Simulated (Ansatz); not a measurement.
SnO:

```xyz
4
Lattice="3.8137 0.0000 0.0000 0.0000 3.8137 0.0000 0.0000 0.0000 4.8869" Properties=species:S:1:pos:R:3 pbc="T T T"
Sn    1.9068    0.0000    3.7367
Sn    0.0000    1.9068    1.1503
O     0.0000    0.0000    0.0000
O     1.9068    1.9068    0.0000
```

The cell is a database's computed one.

| Property | Result |
| --- | --- |
| Program | Ansatz 0.2.0 |
| Task | relaxation of cell and atoms |
| Functional | RPBE |
| Dispersion | D3(BJ) |
| Potentials or basis | Ansatz PAW |
| Cutoff | 420 eV (not typed: the program's choice for these potentials) |
| k mesh | 7 × 7 × 6 |
| Occupations | fermi-dirac, width 0.05 eV |
| Spin | no spin polarisation |

At the start: volume 17.77 Å³/atom.

Task: How do energy, volume and symmetry change on relaxing?

Result: It ends after 10 steps and the volume is 14.07 Å³/atom (-20.8 %); space group P4/nmm (No. 129, to 0.05 Å).

The path:
```tsv
step	energy change (eV)	largest force (eV/Å)	volume (Å³)
1	0.0000	0.3074	71.08
2	-0.3631	0.0507	64.02
3	-0.5443	0.9002	58.49
4	-0.6207	0.4738	55.50
5	-0.6329	0.0543	56.44
6	-0.6328	0.0082	56.51
7	-0.6172	0.0117	56.51
8	-0.6185	0.0039	56.21
9	-0.6184	0.0002	56.27
10	-0.6176	0.0003	56.27
```

Final structure:
```
Sn O
1.0
     3.66594    0.00000    0.00000
     0.00000    3.66594    0.00000
     0.00000    0.00000    4.18696
Sn O
2 2
Direct
  0.50000 0.00000 0.71887
  0.00000 0.50000 0.28113
  0.00000 0.00000 0.00000
  0.50000 0.50000 0.00000
```

Caveat: the volume moved by over 15 % at a fixed basis, so the end points are rough; the plane-wave basis is chosen anew once the cell has moved, so the energies of steps on either side of that aren't comparable; the pressure holds a Pulay correction of +0.6 GPa for the finite cutoff; pairwise dispersion overbinds metals, which lowers pressure and volume; the PAW data sets come from PBE, with cores solved anew for the run's functional, which leaves a small shift of forces and pressure.
